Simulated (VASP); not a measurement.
Write the native input for VASP 6.6.1 that does the following.

* Task: single point
* Functional: LDA
* Potentials or basis: VASP PAW LDA potentials, release 64 (C)
* Cutoff: 520 eV
* k mesh: 14 × 14 × 5
* Occupations: fermi-dirac, width 0.05 eV
* Spin: no spin polarisation
* Dipole correction: no
* Further INCAR settings: ALGO = Normal; EDIFF = 1e-07; NBANDS = 16

The structure of C lies in POSCAR:

```
C
1.0
    2.5391250725      0.0000000000      0.0000000000
   -1.2695625363      2.1989468162      0.0000000000
    0.0000000000      0.0000000000      6.8642368331
C
4
Direct
    0.0000000000      0.0000000000      0.2500000000
    1.0000000000      1.0000000000      0.7500000000
    0.3333333333      0.6666666667      0.2500000000
    0.6666666667      0.3333333333      0.7500000000
```

One way to write it, as run:

INCAR

```
  ALGO = Normal
  EDIFF = 1E-7
  ENCUT = 520
  ISIF = 2
  ISMEAR = -1
  LASPH = True
  LCHARG = False
  LREAL = False
  LWAVE = False
  NBANDS = 16
  NELM = 80
  PREC = Accurate
  SIGMA = 0.05
```

KPOINTS

```
k-points
0
Gamma
  14 14 5
```

Potentials or basis: VASP PAW LDA potentials, release 64 (C).

Launch:

```sh
$ cat potpaw_LDA.64/C/POTCAR > POTCAR
$ mpirun -np 1 vasp_std > vasp.out
```

Results of the run:

| Property | Result |
| --- | --- |
| Pressure | -26.6 GPa |
| Band gap on the k mesh | 0.86 eV, direct |

Caveat: so large a pressure means that the cell lies far from this level's equilibrium, or that cutoff or potentials fall short; an odd mesh through Γ misses points on the zone boundary, where band edges often lie.

It took 15 s on 1 thread of Intel(R) Xeon(R) 6975P-C (Granite Rapids), on a shared host, peak memory 0.15 GiB.
